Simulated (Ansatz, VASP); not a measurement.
**RbBr: VASP beside Ansatz**

```xyz
2
Lattice="0.0000 3.4942 3.4942 3.4942 0.0000 3.4942 3.4942 3.4942 0.0000" Properties=species:S:1:pos:R:3 pbc="T T T"
Rb    0.0000    0.0000    0.0000
Br    3.4942    3.4942    3.4942
```

Change from the starting cell: volume scaled by 1.06.

Alike in both runs: task single point; functional PBEsol; k mesh 7 × 7 × 7; occupations fermi-dirac, width 0.05 eV; no spin polarisation.

|  | VASP | Ansatz |
| --- | --- | --- |
| version | VASP 6.6.1 | Ansatz 0.2.0 |
| potentials or method | VASP PAW PBE potentials, release 64 (Rb_sv, Br), cutoff 520 eV | all-electron LAPW, scalar-relativistic |

|  | VASP | Ansatz | Ansatz less VASP |
| --- | --- | --- | --- |
| gap on the k mesh at the Fermi level (eV) | 4.09 | 4.09 | +0.003 |
| least direct gap on the mesh (eV) | 4.09 | 4.09 | +0.003 |
| pressure (GPa) | -0.7 | -0.7 | -0.03 |

Ansatz ran all-electron here, so the differences hold the error of VASP's frozen core and of both bases.

Caveats: an odd mesh through Γ misses points on the zone boundary, where band edges often lie; the PAW data sets were made with another functional, which shifts forces and pressure a little (VASP).
